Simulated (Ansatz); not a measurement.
Crystal: HgTe (Coloradoite).

```
CELL_PARAMETERS angstrom
0.00000 3.21450 3.21450
3.21450 0.00000 3.21450
3.21450 3.21450 0.00000
ATOMIC_POSITIONS crystal
Hg 0.00000 0.00000 0.00000
Te 0.75000 0.75000 0.75000
```

Program: Ansatz 0.2.0. Alike in all runs: potentials or basis Ansatz PAW; cell as given; smearing fermi-dirac 0.05 eV.

Order these runs on this cell by their pressure, lowest first.
A. level r2SCAN0; spin SOC, no magnetisation; k mesh 4 × 4 × 4; cutoff (eV) 500; mesh quality coarse
B. level SVWN5; spin off; k mesh 7 × 7 × 7; cutoff (eV) 420; points for each segment of the path 14; mesh quality not flagged
C. level PBE; spin off; k mesh 13 × 13 × 13; cutoff (eV) 420; mesh quality not flagged

B (0.1 GPa), A (1.8 GPa), C (4.5 GPa).

Caveats: some runs use coarse meshes; the PAW data sets come from PBE, with cores solved anew for the run's functional, which leaves a small shift of forces and pressure (some runs); the thresholds are loose for stress (some runs).
